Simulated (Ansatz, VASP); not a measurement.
Se in VASP and in Ansatz

Contents of INCAR:

```
SYSTEM = Se
PREC = Accurate
ENCUT = 520
EDIFF = 1E-6
ISMEAR = 0
SIGMA = 0.15
LREAL = .FALSE.
LASPH = .TRUE.
NELM = 60
ALGO = Fast
ISIF = 2
LWAVE = .FALSE.
LCHARG = .FALSE.
GGA = PE
IVDW = 12
NBANDS = 9
```

Contents of KPOINTS:

```
regular mesh
0
G
  22 22 22
  0 0 0
```

The input POSCAR:

```
Se
1.0
   -1.7982748160      1.7982748160      1.5285335936
    1.7982748160     -1.7982748160      1.5285335936
    1.7982748160      1.7982748160     -1.5285335936
Se
1
Direct
    0.0000000000      0.0000000000      0.0000000000
```

Input for Ansatz:

```yaml
crystal:
  lattice:
    - [-1.798274816, 1.798274816, 1.5285335936]
    - [1.798274816, -1.798274816, 1.5285335936]
    - [1.798274816, 1.798274816, -1.5285335936]
  atoms:
    - { symbol: Se, position: [0.0, 0.0, 0.0] }
basis:
  ecutwfc: 420
kpoints:
  mp_grid: { grid: [22, 22, 22] }
hamiltonian:
  xc: pbe
  dispersion: d3bj
scf:
  occupations: { method: gaussian, width: 0.15 }
output:
  forces: true
  stress: true
  eigenvalues: true
```

Alike in both runs: task single point; functional PBE; dispersion D3(BJ); k mesh 22 × 22 × 22; occupations gaussian, width 0.15 eV; no spin polarisation.

```csv
,VASP,Ansatz
version,VASP 6.6.1,Ansatz 0.2.0
potentials or method,"VASP PAW PBE potentials, release 64 (Se)","scalar-relativistic, plane waves, PAW"
plane-wave cutoff (eV),520,420
valence electrons in the cell,6,16
```

|  | VASP | Ansatz | Ansatz less VASP |
| --- | --- | --- | --- |
| gap on the k mesh at the Fermi level (eV) | none | none | - |
| pressure (GPa) | -0.5 | -0.5 | -0.01 |
| largest component of the traceless stress (GPa) | 4.80 | 4.80 | +0.001 |

A gap of «none» marks a metal or a gap that the smearing closes. With one functional, cell and mesh, what is left measures potentials, basis and numerics. The two sets of potentials don't hold the same shells in valence.

Caveats: pairwise dispersion overbinds metals, which lowers pressure and volume.
